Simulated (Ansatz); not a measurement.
All numbers below come from Ansatz, DFT PBE, scalar-relativistic, plane waves, PAW. Settings: cutoff 420 eV, Γ-centred meshes spaced at most about 0.3 Å⁻¹, and about 0.25 Å⁻¹ or finer for metals (2π included), Gaussian smearing. No spin polarisation.

These are static total energies at zero pressure.

Compare these two cells of CdS₄, each relaxed at this level.

A.

```xyz
5
Lattice="-3.0316 3.0316 3.0316 3.0316 -3.0316 3.0316 3.0316 3.0316 -3.0316" Properties=species:S:1:pos:R:3 pbc="T T T"
Cd    0.0000    0.0000    0.0000
S     1.5158    1.5158   -1.5158
S     1.5158   -1.5158    1.5158
S    -1.5158    1.5158    1.5158
S     1.5158    1.5158    1.5158
```

B.

```xyz
5
Lattice="4.8392 0.0000 0.0000 0.0000 4.8392 0.0000 0.0000 0.0000 4.9895" Properties=species:S:1:pos:R:3 pbc="T T T"
Cd    0.0000    0.0000    2.4947
S     0.0000    2.4196    0.9894
S     2.4196    0.0000    0.9894
S     0.0000    2.4196    4.0001
S     2.4196    0.0000    4.0001
```

Problem. Which form is favoured at zero pressure, and by what margin per atom?

Solution. B is lower, by 0.67 eV/atom. A has space group Im-3m (No. 229), 22.3 Å³/atom and no gap on its mesh; B has space group P4/mmm (No. 123), 23.4 Å³/atom and no gap. B holds S–S pairs (shortest 1.98 Å); in A the shortest S–S distance is 3.03 Å. The lower one is the more open, so pressure narrows the difference. Even the lower one lies +0.10 eV/atom against the reference forms of the elements (uncorrected), so neither is stable at this level. In A, around Cd lie 8 S at 2.63 Å; S has 2 Cd at 2.63 Å and 6 S at 3.03 Å. In B, Cd is surrounded by 8 S at 2.85 Å; S has 1 S at 1.98 Å and 2 Cd at 2.85 Å. Both come from invented guesses.

Cells relaxed within their symmetry can be saddle points.
